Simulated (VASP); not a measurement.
# PtSe2 (P-3m1) in VASP: a series of runs

One crystal, PtSe2, is run at these levels: PBEsol, r2SCAN; tasks: single point.

Program: VASP 6.6.1. These are calculated values, not measurements. Logs are shortened: lines on timing, memory, paths and dates and some standing lists are left out, and cuts for length are marked.

### 1 The structure

It takes space group P-3m1 (No. 164, trigonal). Conventional cell: a = 3.758 Å, b = 3.758 Å, c = 4.870 Å, α = 90.00°, β = 90.00°, γ = 120.00°. Pt (site symmetry -3m) has 6 Se at 2.51 Å as nearest neighbours. Se (site symmetry 3m) is surrounded by 3 Pt at 2.51 Å.

The cell is a database's computed one.

### 2 Single point, PBEsol

Contents of INCAR:

```
  PREC = Accurate
  ENCUT = 700
  EDIFF = 1E-6
  ISMEAR = 0
  SIGMA = 0.1
  LREAL = F
  LASPH = T
  NELM = 100
  ALGO = Normal
  ISIF = 2
  LWAVE = F
  LCHARG = T
  GGA = PS
  LELF = T
  LVHAR = T
  NBANDS = 18
```

Contents of KPOINTS:

```
Automatic mesh
0
Gamma
  9 9 6
```

Contents of POSCAR:

```
PtSe2
1.0
    3.7584900000      0.0000000000      0.0000000000
   -1.8792500000      3.2549500000      0.0000000000
    0.0000000000      0.0000000000      4.8698900000
Pt Se
1 2
Direct
    0.0000000000      0.0000000000      0.0000000000
    0.6666700000      0.3333300000      0.7389500000
    0.3333300000      0.6666700000      0.2610500000
```

Potentials or basis: VASP PAW PBE potentials, release 64 (Pt, Se).

The run is started by

```sh
> cat potpaw_PBE.64/Pt/POTCAR potpaw_PBE.64/Se/POTCAR > POTCAR
> mpirun -np 1 vasp_std > vasp.out
```

OUTCAR:

```text
PREC = Accurate
   ENCUT = 700
   EDIFF = 1E-6
   ISMEAR = 0
   LREAL = F
   LASPH = T
   NELM = 100
   ISIF = 2
   GGA = PS

 ion  position               nearest neighbor table
   1  0.000  0.000  0.000-   2 2.51   3 2.51   2 2.51   3 2.51   2 2.51   3 2.51
   2  0.667  0.333  0.739-   1 2.51   1 2.51   1 2.51
   3  0.333  0.667  0.261-   1 2.51   1 2.51   1 2.51

  LATTYP: Found a hexagonal cell.
 ALAT       =     3.7584900000
 C/A-ratio  =     1.2957038598

  Lattice vectors:

 A1 = (   3.7584900000,   0.0000000000,   0.0000000000)
 A2 = (  -1.8792500000,   3.2549500000,   0.0000000000)
 A3 = (   0.0000000000,   0.0000000000,   4.8698900000)

Analysis of symmetry for initial positions (statically):
=====================================================================
 Subroutine PRICEL returns:
 Original cell was already a primitive cell.

 Routine SETGRP: Setting up the symmetry group for a
 hexagonal supercell.

 Subroutine GETGRP returns: Found  4 space group operations
 (whereof  4 operations were pure point group operations)
 out of a pool of 24 trial point group operations.

The static configuration has the point symmetry C_2h.

Analysis of symmetry for dynamics (positions and initial velocities):
=====================================================================
 Subroutine PRICEL returns:
 Original cell was already a primitive cell.

 Routine SETGRP: Setting up the symmetry group for a
 hexagonal supercell.

 Subroutine GETGRP returns: Found  4 space group operations
 (whereof  4 operations were pure point group operations)
 out of a pool of 24 trial point group operations.

The dynamic configuration has the point symmetry C_2h.

 Subroutine INISYM returns: Found  4 space group operations
 (whereof  4 operations are pure point group operations),
 and found     1 'primitive' translations

----------------------------------------------------------------------------------------

                                     Primitive cell

  volume of cell :      59.5768

  direct lattice vectors                    reciprocal lattice vectors
     3.758490000  0.000000000  0.000000000     0.266064297  0.153612599  0.000000000
    -1.879250000  3.254950000  0.000000000     0.000000000  0.307224381  0.000000000
     0.000000000  0.000000000  4.869890000     0.000000000  0.000000000  0.205343447

  length of vectors
     3.758490000  3.758494388  4.869890000     0.307224740  0.307224381  0.205343447

  position of ions in fractional coordinates (direct lattice)
     0.000000000  0.000000000  0.000000000
     0.666670000  0.333330000  0.738950000
     0.333330000  0.666670000  0.261050000

  ion indices of the primitive-cell ions
   primitive index   ion index
                 1           1
                 2           2
                 3           3

----------------------------------------------------------------------------------------

 KPOINTS: Automatic mesh

Automatic generation of k-mesh.
 Grid dimensions read from file:
 generate k-points for:    9    9    6

 Generating k-lattice:

  Cartesian coordinates                     Fractional coordinates (reciprocal lattice)
     0.029562700  0.017068067  0.000000000     0.111111111  0.000000000  0.000000000
     0.000000000  0.034136042  0.000000000     0.000000000  0.111111111  0.000000000
     0.000000000  0.000000000  0.034223908     0.000000000  0.000000000  0.166666667

  Length of vectors
     0.034136082  0.034136042  0.034223908

  Shift w.r.t. Gamma in fractional coordinates (k-lattice)
     0.000000000  0.000000000  0.000000000

 Subroutine IBZKPT returns following result:
 ===========================================

 Found    140 irreducible k-points:

 Following reciprocal coordinates:
            Coordinates               Weight
  0.000000  0.000000  0.000000      1.000000
  0.111111  0.000000  0.000000      4.000000
 -0.111111  0.111111  0.000000      2.000000
  0.222222 -0.000000  0.000000      4.000000
 -0.222222  0.222222  0.000000      2.000000
  0.333333  0.000000  0.000000      4.000000
[... 16 lines left out ...]
 -0.222222 -0.444444  0.000000      4.000000
  0.444444  0.333333  0.000000      4.000000
 [... further k-points ...]
   k-points           NKPTS =    140   k-points in BZ     NKDIM =    140   number of bands    NBANDS=     18
   number of dos      NEDOS =    301   number of ions     NIONS =      3
   total plane-waves  NPLWV =  43008
   dimension x,y,z NGX =    32 NGY =   32 NGZ =   42
   dimension x,y,z NGXF=    64 NGYF=   64 NGZF=   84
   ions per type =               1   2
   NGX,Y,Z   is equivalent  to a cutoff of  14.15, 14.15, 14.34 a.u.
   NGXF,Y,Z  is equivalent  to a cutoff of  28.31, 28.31, 28.68 a.u.
 SYSTEM =  unknown system
   PREC   = accura    normal or accurate (medium, high low for compatibility)
   ISTART =      0    job   : 0-new  1-cont  2-samecut
   ICHARG =      2    charge: 1-file 2-atom 10-const
   ISPIN  =      1    spin polarized calculation?
   LNONCOLLINEAR =      F non collinear calculations
   LSORBIT =      F    spin-orbit coupling
   LASPH  =      T    aspherical Exc in radial PAW
   ENCUT  =  700.0 eV  51.45 Ry    7.17 a.u.   8.11  8.11 10.51*2*pi/ulx,y,z
   NELM   =    100;   NELMIN=  2; NELMDL= -5     # of ELM steps
   EDIFF  = 0.1E-05   stopping-criterion for ELM
[... 8 lines left out ...]
   TEBEG  =    0.0;   TEEND  =   0.0 temperature during run
   PSTRESS=    0.0 pullay stress
   NELECT =      22.0000    total number of electrons
   NUPDOWN=      -1.0000    fix difference up-down
   EMIN   =  10.00;   EMAX   =-10.00  energy-range for DOS
   EFERMI =   0.00;   METHOD = LEGACY
   ISMEAR =     0;   SIGMA  =   0.10  broadening in eV -4-tet -1-fermi 0-gaus
   EFERMI_NEDOS =   21; number of points for ismear=-14 and -15
   IALGO  =     38    algorithm
   IMIX   =      4    mixing-type and parameters
     AMIX     =   0.40;   BMIX     =  1.00
     AMIX_MAG =   1.60;   BMIX_MAG =  1.00
  volume/ion in A,a.u.               =      19.86       134.01
  Fermi-wavevector in a.u.,A,eV,Ry     =   1.174510  2.219502 18.768884  1.379474
  Thomas-Fermi vector in A             =   2.310906
   LORBIT       =      0    0 simple, 1 ext, 2 COOP (PROOUT), +10 PAW based schemes
   GGA     = PS    functional components
   LHFCALC =     F    Hartree Fock is set to
   AEXX    =    0.0000 exact exchange contribution
   IVDW    =     0    specifies the selected vdW correction
   LEPSILON=     F    determine dielectric tensor
   LRPA    =     F    only Hartree local field effects (RPA)
 non-spin polarized calculation
 Gauss-broadening in eV      SIGMA  =   0.10
  energy-cutoff  :      700.00
  volume of cell :       59.58
 maximum number of plane-waves:      2516
   NGX = 17   NGY = 17   NGZ = 21

 number of electron      22.0000000 magnetization

 Free energy of the ion-electron system (eV)
  ---------------------------------------------------
  ext. energy  EPLUGINS =         0.00000000
  ---------------------------------------------------
  free energy    TOTEN  =       -15.90733636 eV

  energy without entropy =      -15.90307121  energy(sigma->0) =      -15.90520379

 E-fermi :   6.5619     XC(G=0): -10.9580

 val. band max:        6.5489037359   @ k =   0.0000   0.0000   0.1667
 cond. band min:       6.5960260274   @ k =   0.0000   0.3333   0.3333
 fundamental gap:      0.0471222915
 Fermi energy:         6.5619168048

 k-point     1 :       0.0000    0.0000    0.0000
  band No.  band energies     occupation
      1      -9.1506      2.00000
      2      -6.0848      2.00000
      3      -0.6228      2.00000
      4       0.2236      2.00000
      5       0.2236      2.00000
      6       2.6996      2.00000
[... 10 lines left out ...]
     17      13.7660      0.00000
     18      18.2206      0.00000

 k-point     2 :       0.1111    0.0000    0.0000
  band No.  band energies     occupation
      1      -9.0156      2.00000
      2      -6.1600      2.00000
      3      -0.4564      2.00000
      4       0.3112      2.00000
      5       0.3474      2.00000
      6       2.5047      2.00000
[... 10 lines left out ...]
     17      14.1758      0.00000
     18      16.5205      0.00000

 k-point     3 :      -0.1111    0.1111    0.0000
  band No.  band energies     occupation
      1      -9.0156      2.00000
      2      -6.1600      2.00000
      3      -0.4564      2.00000
      4       0.3113      2.00000
      5       0.3474      2.00000
      6       2.5047      2.00000
[... 10 lines left out ...]
     17      14.1757      0.00000
     18      16.5204      0.00000

 k-point     4 :       0.2222   -0.0000    0.0000
  band No.  band energies     occupation
      1      -8.6337      2.00000
      2      -6.3579      2.00000
      3      -0.0041      2.00000
      4       0.5409      2.00000
      5       0.6800      2.00000
      6       1.7084      2.00000
[... 375 lines left out ...]
      4       0.5992      2.00000
      5       0.9086      2.00000
      6       1.6889      2.00000
[... 10 lines left out ...]
     17      15.3820      0.00000
     18      16.5248      0.00000

 k-point    23 :      -0.2222   -0.4444    0.0000
  band No.  band energies     occupation
      1      -7.3469      2.00000
      2      -6.9520      2.00000
      3      -0.3658      2.00000
      4       0.5992      2.00000
      5       0.9086      2.00000
      6       1.6889      2.00000
[... 10 lines left out ...]
     17      15.3820      0.00000
     18      16.5247      0.00000

 k-point    24 :       0.4444    0.3333    0.0000
  band No.  band energies     occupation
      1      -7.3469      2.00000
      2      -6.9520      2.00000
      3      -0.3659      2.00000
      4       0.5992      2.00000
      5       0.9086      2.00000
      6       1.6890      2.00000
[... 10 lines left out ...]
     17      15.3821      0.00000
     18      16.5246      0.00000

 [... further k-points ...]

------------------------ aborting loop because EDIFF is reached ----------------------------------------

  FORCE on cell =-STRESS in cart. coord.  units (eV):
  Direction    XX          YY          ZZ          XY          YZ          ZX
  --------------------------------------------------------------------------------------
  -------------------------------------------------------------------------------------
  Total        0.0235997      0.0234503     -0.0146061     -0.0001295     -0.0001743      0.0003019
  in kB        0.6346592      0.6306402     -0.3927975     -0.0034822     -0.0046870      0.0081195
  external PRESSURE =       0.2908340 kB  Pullay stress =       0.0000000 kB

 VOLUME and BASIS-vectors are now :
 -----------------------------------------------------------------------------
  energy-cutoff  :      700.00
  volume of cell :       59.58
      direct lattice vectors                 reciprocal lattice vectors
     3.758490000  0.000000000  0.000000000     0.266064297  0.153612599  0.000000000
    -1.879250000  3.254950000  0.000000000     0.000000000  0.307224381  0.000000000
     0.000000000  0.000000000  4.869890000     0.000000000  0.000000000  0.205343447

 POSITION                                       TOTAL-FORCE (eV/Angst)
 -----------------------------------------------------------------------------------
      0.00000      0.00000      0.00000         0.000000      0.000000      0.000000
      1.87926      1.08497      3.59861        -0.000141      0.000082      0.010398
     -0.00002      2.16998      1.27128         0.000141     -0.000082     -0.010398
 -----------------------------------------------------------------------------------
    total drift:                                0.000000      0.000000      0.000000

  FREE ENERGIE OF THE ION-ELECTRON SYSTEM (eV)
  ---------------------------------------------------
  free  energy   TOTEN  =       -15.9073363643 eV

  energy  without entropy=      -15.9030712148  energy(sigma->0) =      -15.90520379
```

Wall time 64 s (1 thread of Intel Xeon 6975P-C (Granite Rapids), shared host); peak memory 0.36 GiB.

What came out:

* Free energy: -15.9073 eV
* Pressure: 0.0 GPa
* Largest force: 0.010 eV/Å
* Band gap on the k mesh: none (metal or under the smearing width)

Forces on the atoms (eV/Å):
```
Pt   0.000  0.000  0.000
Se   0.000  0.000  0.010
Se   0.000  0.000 -0.010
```

Caveat: the PAW data sets were made with another functional, which shifts forces and pressure a little. The run has no spin-orbit coupling, so splittings on Pt are missing.

### 3 Single point, PBEsol

Changes to INCAR since step 2:

```diff
@@ -1,3 +1,3 @@
   PREC = Accurate
-  ENCUT = 700
+  ENCUT = 520
   EDIFF = 1E-6
```

Contents of KPOINTS:

```
Automatic mesh
0
Gamma
  12 12 8
```

POSCAR is that of step 2.

Potentials or basis: VASP PAW PBE potentials, release 64 (Pt, Se).

The run is started by

```sh
> cat potpaw_PBE.64/Pt/POTCAR potpaw_PBE.64/Se/POTCAR > POTCAR
> mpirun -np 1 vasp_std > vasp.out
```

Wall time 94 s (1 thread of Intel Xeon 6975P-C (Granite Rapids), shared host); peak memory 0.44 GiB.

The run converged. Its results:

```
Free energy            : -15.9071 eV
Pressure               : 0.0 GPa
Largest force          : 0.010 eV/Å
Band gap on the k mesh : none (metal or under the smearing width)
```

Forces on the atoms (eV/Å):
```
Pt   0.000  0.000  0.000
Se   0.000  0.000  0.010
Se   0.000  0.000 -0.010
```

Stress tensor (GPa, compression positive):
```
 0.05  0.00  0.00
 0.00  0.05  0.00
 0.00  0.00 -0.12
```

Levels at points of the mesh, in eV from the Fermi level:
| k point | band 9 | band 10 | band 11 | band 12 | band 13 | band 14 |
| --- | --- | --- | --- | --- | --- | --- |
| (0.00, 0.00, 0.00) | -1.03 | -1.03 | 0.73 | 1.18 | 1.18 | 3.27 |
| (0.50, 0.00, 0.00) | -3.38 | -3.31 | -2.94 | 0.52 | 2.48 | 4.91 |
| (0.50, 0.50, 0.00) | -3.38 | -3.31 | -2.94 | 0.52 | 2.48 | 4.91 |
| (0.00, 0.00, 0.50) | -1.70 | -1.66 | -1.66 | 2.34 | 2.34 | 4.85 |
| (0.50, 0.00, 0.50) | -3.13 | -2.69 | -1.16 | 0.71 | 1.46 | 4.76 |
| (0.50, 0.50, 0.50) | -3.13 | -2.69 | -1.16 | 0.71 | 1.46 | 4.76 |

Caveat: the PAW data sets were made with another functional, which shifts forces and pressure a little.

### 4 Single point, PBEsol

Changes to INCAR since step 3:

```diff
@@ -4,3 +4,3 @@
   ISMEAR = 0
-  SIGMA = 0.1
+  SIGMA = 0.5
   LREAL = F
```

Contents of KPOINTS:

```
Automatic mesh
0
Gamma
  9 9 6
```

POSCAR is that of step 3.

The run is started by

```sh
> cat potpaw_PBE.64/Pt/POTCAR potpaw_PBE.64/Se/POTCAR > POTCAR
> mpirun -np 1 vasp_std > vasp.out
```

Wall time 45 s (1 thread of Intel Xeon 6975P-C (Granite Rapids), shared host); peak memory 0.28 GiB.

The run converged. Its results:

| Item | Value |
| --- | --- |
| Free energy | -15.9539 eV |
| Pressure | 0.1 GPa |
| Largest force | 0.020 eV/Å |
| Band gap on the k mesh | none (metal or under the smearing width) |

Forces in eV/Å, atoms in the order of the input:
```
Pt   0.000  0.000  0.000
Se   0.000  0.000 -0.020
Se   0.000  0.000  0.020
```

Stress tensor (GPa, compression positive):
```
 0.20  0.00  0.00
 0.00  0.19  0.00
 0.00  0.00 -0.04
```

Levels at points of the mesh, in eV from the Fermi level:
```
           k point  band 8  band 9  band 10  band 11  band 12  band 13  band 14  band 15
(0.00, 0.00, 0.00)   -2.37   -0.92    -0.92     0.82     1.29     1.29     3.37     4.16
(0.00, 0.00, 0.50)   -2.85   -1.59    -1.56    -1.56     2.45     2.45     4.96     6.53
```

Caveat: the PAW data sets were made with another functional, which shifts forces and pressure a little. The run has no spin-orbit coupling, so splittings on Pt are missing.

### 5 Single point, PBEsol

Changes to INCAR since step 4:

```diff
@@ -1,6 +1,6 @@
   PREC = Accurate
-  ENCUT = 520
+  ENCUT = 900
   EDIFF = 1E-6
   ISMEAR = 0
-  SIGMA = 0.5
+  SIGMA = 0.1
   LREAL = F
```

KPOINTS is that of step 4.

POSCAR is that of step 4.

The run is started by

```sh
> cat potpaw_PBE.64/Pt/POTCAR potpaw_PBE.64/Se/POTCAR > POTCAR
> mpirun -np 1 vasp_std > vasp.out
```

It took 2.3 min on 1 thread of Intel Xeon 6975P-C (Granite Rapids), shared host; peak memory 0.51 GiB.

The run converged. Its results:

| Property | Result |
| --- | --- |
| Free energy | -15.9070 eV |
| Pressure | 0.0 GPa |
| Largest force | 0.010 eV/Å |
| Band gap on the k mesh | none (metal or under the smearing width) |

Forces on the atoms (eV/Å):
```
Pt   0.000  0.000  0.000
Se   0.000  0.000  0.010
Se   0.000  0.000 -0.010
```

Stress tensor (GPa, compression positive):
```
 0.06  0.00  0.00
 0.00  0.06  0.00
 0.00  0.00 -0.04
```

Levels at points of the mesh, in eV from the Fermi level:
```tsv
k point	band 8	band 9	band 10	band 11	band 12	band 13	band 14	band 15
(0.00, 0.00, 0.00)	-2.49	-1.02	-1.02	0.74	1.19	1.19	3.27	4.05
(0.00, 0.00, 0.50)	-2.95	-1.69	-1.65	-1.65	2.34	2.34	4.86	6.43
```

Caveat: the PAW data sets were made with another functional, which shifts forces and pressure a little. The run has no spin-orbit coupling, so splittings on Pt are missing.

### 6 Single point, r2SCAN

Changes to INCAR since step 5:

```diff
@@ -1,3 +1,3 @@
   PREC = Accurate
-  ENCUT = 900
+  ENCUT = 520
   EDIFF = 1E-6
@@ -12,3 +12,4 @@
   LCHARG = T
-  GGA = PS
+  METAGGA = R2SCAN
+  LMIXTAU = T
   LELF = T
```

KPOINTS is that of step 5.

POSCAR is that of step 5.

Potentials or basis: VASP PAW PBE potentials, release 64 (Pt, Se).

The run is started by

```sh
> cat potpaw_PBE.64/Pt/POTCAR potpaw_PBE.64/Se/POTCAR > POTCAR
> mpirun -np 1 vasp_std > vasp.out
```

Wall time 3.5 min (1 thread of Intel Xeon 6975P-C (Granite Rapids), shared host); peak memory 0.29 GiB.

It converged, with:

```yaml
Free_energy: -81.4080 eV
Pressure: 2.9 GPa
Largest_force: 0.008 eV/Å
Band_gap_on_the_k_mesh: none (metal or under the smearing width)
```

Forces on the atoms (eV/Å):
```
Pt   0.000  0.000  0.000
Se   0.000  0.000  0.008
Se   0.000  0.000 -0.008
```

Stress tensor (GPa, compression positive):
```
2.46 0.00 0.00
0.00 2.45 0.00
0.00 0.00 3.84
```

Levels at points of the mesh, in eV from the Fermi level:
| k point | band 9 | band 10 | band 11 | band 12 | band 13 | band 14 |
| --- | --- | --- | --- | --- | --- | --- |
| (0.00, 0.00, 0.00) | -1.24 | -1.24 | 0.60 | 1.15 | 1.15 | 3.72 |
| (0.00, 0.00, 0.50) | -1.88 | -1.88 | -1.82 | 2.33 | 2.33 | 5.29 |

Caveat: the PAW data sets were made with another functional, which shifts forces and pressure a little. The run has no spin-orbit coupling, so splittings on Pt are missing.

### 7 Overview

| level | k mesh | cutoff (eV) | smearing | gap on the mesh (eV) | pressure (GPa) | largest force (eV/Å) |
| --- | --- | --- | --- | --- | --- | --- |
| PBEsol | 9 × 9 × 6 | 700 | gaussian 0.1 eV | none | 0.0 | 0.01 |
| PBEsol | 12 × 12 × 8 | 520 | gaussian 0.1 eV | none | 0.0 | 0.01 |
| PBEsol | 9 × 9 × 6 | 520 | gaussian 0.5 eV | none | 0.1 | 0.02 |
| PBEsol | 9 × 9 × 6 | 900 | gaussian 0.1 eV | none | 0.0 | 0.01 |
| r2SCAN | 9 × 9 × 6 | 520 | gaussian 0.1 eV | none | 2.9 | 0.01 |

Alike in all rows: task single point; potentials or basis VASP PAW PBE potentials, release 64 (Pt, Se); no spin polarisation; cell as given.

Every run on the cell as given and a fine mesh finds a metal. The pressure there spans 0.0 GPa (PBEsol) to 2.9 GPa (r2SCAN); a positive pressure means that this level wants a larger cell, a negative one a smaller.

Caveats: the PAW data sets were made with another functional, which shifts forces and pressure a little.

Absolute energies hang on the potentials; compare differences alone.
